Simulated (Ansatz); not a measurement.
Rh, one cell by several methods

```yaml
crystal:
  lattice:
    - [0.00000, 1.90299, 1.90299]
    - [1.90299, 0.00000, 1.90299]
    - [1.90299, 1.90299, 0.00000]
  atoms:
    - { symbol: Rh, position: [0.00000, 0.00000, 0.00000] }
```

The cell is the one relaxed in the Materials Project (mp-74), not relaxed further here; entries there can be hypothetical.

Spin polarisation is left out, and whether a magnetic state lies lower isn't shown here.

All numbers are computed: DFT, LDA, PAW with Ansatz's default frozen-core files, fully relativistic files with spin-orbit coupling (Ansatz 0.2.0); DFT, LDA, all-electron LAPW, Dirac equation with spin-orbit coupling (Ansatz 0.2.0).

For PAW: a Γ-centred 18×18×18 k mesh, Fermi–Dirac smearing of 0.05 eV, cutoff 420 eV, no spin polarisation; the PAW files were made with PBE, and the program remakes their frozen cores for this functional. LAPW targets a basis error of 0.5 meV/atom. The Ansatz runs share mesh, smearing and spin set-up. Plane-wave (PAW) pressures include the program's estimate of the Pulay term.

Stress and pressure are positive in compression.

Levels count from the Fermi level.

```tsv
quantity	PAW	LAPW
pressure (GPa)	-11.62	-11.60
highest filled level at U (eV)	-0.696	-0.696
lowest empty level at U (eV)	0.371	0.371
highest filled level at X (eV)	-5.984	-5.989
lowest empty level at X (eV)	0.511	0.513
highest filled level at L (eV)	-3.041	-3.042
lowest empty level at L (eV)	0.481	0.484
```
